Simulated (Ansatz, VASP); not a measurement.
One calculation of Si, two programs

Contents of INCAR:

```
SYSTEM = Si
  PREC = Accurate
  ENCUT = 600
  EDIFF = 1E-7
  ISMEAR = 0
  SIGMA = 0.02
  LREAL = .False.
  LASPH = .True.
  NELM = 100
  ALGO = Normal
  ISIF = 3
  LWAVE = .False.
  LCHARG = .False.
  GGA = CA
  IBRION = 2
  NSW = 100
  EDIFFG = -0.002
```

KPOINTS

```
regular mesh
0
Gamma
  12 12 12
  0 0 0
```

The input POSCAR:

```
Si
1.0
    0.0000000000      2.7009713487      2.7009713487
    2.7009713487      0.0000000000      2.7009713487
    2.7009713487      2.7009713487      0.0000000000
Si
2
Direct
    0.0000000000      0.0000000000      0.0000000000
    0.2500000000      0.2500000000      0.2500000000
```

Input for Ansatz:

```yaml
crystal:
  lattice:
    - [0.0, 2.7009713487, 2.7009713487]
    - [2.7009713487, 0.0, 2.7009713487]
    - [2.7009713487, 2.7009713487, 0.0]
  atoms:
    - { symbol: Si, position: [0.0, 0.0, 0.0] }
    - { symbol: Si, position: [0.25, 0.25, 0.25] }
basis:
  ecutwfc: 420
kpoints:
  mp_grid: { grid: [12, 12, 12] }
hamiltonian:
  xc: lda
scf:
  occupations: { method: gaussian, width: 0.02 }
output:
  forces: true
  stress: true
  eigenvalues: true
relax:
  adjacent_minimum: "off"
  f_tol: 0.002
  max_steps: 80
  cell: { stress_tol: 0.02 }
```

Alike in both runs: task relaxation of cell and atoms; functional LDA; k mesh 12 × 12 × 12; occupations gaussian, width 0.02 eV; no spin polarisation.

|  | VASP | Ansatz |
| --- | --- | --- |
| version | VASP 6.6.1 | Ansatz 0.2.0 |
| potentials or method | VASP PAW LDA potentials, release 64 (Si) | scalar-relativistic, plane waves, PAW |
| plane-wave cutoff (eV) | 600 | 420 |
| valence electrons in the cell | 8 | 8 |

VASP gave:

```
gap on the k mesh at the Fermi level, each at its own relaxed structure (eV) : 0.44
relaxed volume (Å³/atom)                                                     : 19.72
relaxed cell length with the largest relative difference (Å)                 : 3.820
```

**Question.** What did Ansatz give for the same quantities?

**Answer.** gap on the k mesh at the Fermi level, each at its own relaxed structure (eV): 0.44; relaxed volume (Å³/atom): 19.70; relaxed cell length with the largest relative difference (Å): 3.820.

A k mesh can miss the band edges. LDA gaps usually lie below the measured ones, often by a third to a half.
